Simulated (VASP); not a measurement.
AlN, 4 atoms in the cell. It takes space group P6_3mc (No. 186, hexagonal). Conventional cell: a = 2.990 Å, b = 2.990 Å, c = 4.731 Å, α = 90.00°, β = 90.00°, γ = 120.00°. Al (site symmetry 3m) has 4 N at 1.81 to 1.82 Å as nearest neighbours. N (site symmetry 3m) has 4 Al at 1.81 to 1.82 Å as nearest neighbours. 

* Program: VASP 6.6.1
* Task: single point
* Functional: r2SCAN
* Potentials or basis: VASP PAW PBE potentials, release 64 (Al, N)
* Cutoff: 520 eV
* k mesh: 8 × 8 × 4
* Occupations: gaussian, width 0.05 eV
* Spin: no spin polarisation
* Dipole correction: no
* Further INCAR settings: ALGO = Normal; EDIFF = 1e-07; NBANDS = 16

Potentials or basis: VASP PAW PBE potentials, release 64 (Al, N).

Run with:

```console
$ cat potpaw_PBE.64/Al/POTCAR potpaw_PBE.64/N/POTCAR > POTCAR
$ cp INCAR.step1 INCAR
$ mpirun -np 1 vasp_std > vasp.out
$ cp INCAR.step2 INCAR
$ mpirun -np 1 vasp_std > vasp.out
```

Hardware: 1 thread of Intel(R) Xeon(R) Platinum 8488C (Sapphire Rapids), on a shared host.

Question: How long does it take, and how much memory?

Answer: Wall time 52 s on 1 thread of Intel(R) Xeon(R) Platinum 8488C (Sapphire Rapids), on a shared host, peak memory 0.15 GiB. Counts: scf iterations 13, k points 30.
